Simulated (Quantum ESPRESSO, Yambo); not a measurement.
Planning a run of Quantum ESPRESSO 7.5 on LiF (Griceite). The input:

```
&control
  calculation = 'nscf'
  prefix = 'x'
  outdir = 'o'
  pseudo_dir = 'pseudo'
/
&system
  ibrav = 0
  nat = 2
  ntyp = 2
  ecutwfc = 72.0
  nbnd = 197
  force_symmorphic = .true.
/
&electrons
  conv_thr = 1e-9
  electron_maxstep = 80
  diago_full_acc = .true.
  diago_thr_init = 5e-6
/
ATOMIC_SPECIES
  Li 6.94 Li.upf
  F 18.998 F.upf
CELL_PARAMETERS angstrom
  0.0000000000 2.0140000000 2.0140000000
  2.0140000000 0.0000000000 2.0140000000
  2.0140000000 2.0140000000 -0.0000000000
ATOMIC_POSITIONS crystal
  Li 0.0000000000 0.0000000000 0.0000000000
  F 0.5000000000 0.5000000000 0.5000000000
K_POINTS automatic
  8 8 8 0 0 0
```

```sh
OMP_NUM_THREADS=1 mpirun -n 4 pw.x -nk 4 -in pw.in > pw.out
```

Question: How long will it take on 4 MPI ranks of Arm Neoverse V1, shared host, and how much memory?

It took 20 s; on shared hardware allow 10 s to 40 s. Peak host memory was 0.27 GiB.

[Paths, hosts, dates, memory and timing lines, banners, echoed tables and standing remarks are left out of the program output.]

[Logs are printed without paths, hosts, clocks, repeated set-up lines and the standing remarks that a program may print on its own settings, such as how far it seeks lower states.]

[Runs of the session that timed out or met a known fault of the program may be left out.]

[Hosts, paths, dates, database ids (printed as entryN), source tags and the programs' standing remarks are cut or masked in the printed files.]
